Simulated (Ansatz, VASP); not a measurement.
NaF (Villiaumite): VASP beside Ansatz

```
Na F
1.0
     0.00000    2.32000    2.32000
     2.32000    0.00000    2.32000
     2.32000    2.32000    0.00000
Na F
1 1
Direct
  0.00000 0.00000 0.00000
  0.50000 0.50000 0.50000
```

Alike in both runs: task single point; functional PBE; k mesh 10 × 10 × 10; occupations gaussian, width 0.1 eV; no spin polarisation.

|  | VASP | Ansatz |
| --- | --- | --- |
| version | VASP 6.6.1 | Ansatz 0.2.0 |
| potentials or method | VASP PAW PBE potentials, release 64 (Na_pv, F), cutoff 520 eV | all-electron LAPW, scalar-relativistic |

|  | VASP | Ansatz | Ansatz less VASP |
| --- | --- | --- | --- |
| gap on the k mesh at the Fermi level (eV) | 6.28 | 6.29 | +0.011 |
| least direct gap on the mesh (eV) | 6.28 | 6.29 | +0.011 |
| pressure (GPa) | 1.8 | 1.9 | +0.16 |

Ansatz ran all-electron here, so the differences hold the error of VASP's frozen core and of both bases.

A k mesh can miss the band edges. Expect the measured gap to be larger: semilocal functionals such as PBE lack the derivative discontinuity.
